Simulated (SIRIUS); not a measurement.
The system is AlN.

```xyz
2
Lattice="0.0000 2.1840 2.1840 2.1840 0.0000 2.1840 2.1840 2.1840 0.0000" Properties=species:S:1:pos:R:3 pbc="T T T"
Al    0.0000    0.0000    0.0000
N     1.0920    1.0920    1.0920
```

Measurements of this composition are mostly on another form, of space group No. 186.

Base run:

```yaml
Program: SIRIUS 7.12.0
Functional: PBEsol
Potentials_or_basis: PseudoDojo 0.4.1 PBE standard (scalar relativistic)
Cutoff: 1152 eV
Density_cutoff: 4606 eV
k_mesh: 10 × 10 × 10
Occupations: fermi-dirac, width 0.05 eV
Spin: no spin polarisation
```

Its results: band gap on the k mesh 3.17 eV; pressure 2.3 GPa.

**Question.** The run is repeated on the same cell with these changes: program from SIRIUS 7.12.0 to SIRIUS 7.10.0; potentials or basis from PseudoDojo 0.4.1 PBE standard (scalar relativistic) to PseudoDojo 0.4.1 PBEsol standard (scalar relativistic). What comes out?

**Answer.** Band gap on the k mesh 3.19 eV; pressure 1.2 GPa.

Caveats: the potentials were made for another functional, which shifts forces and pressure (some runs).

A k mesh can miss the band edges.

The runs were made with more than one version of the program.
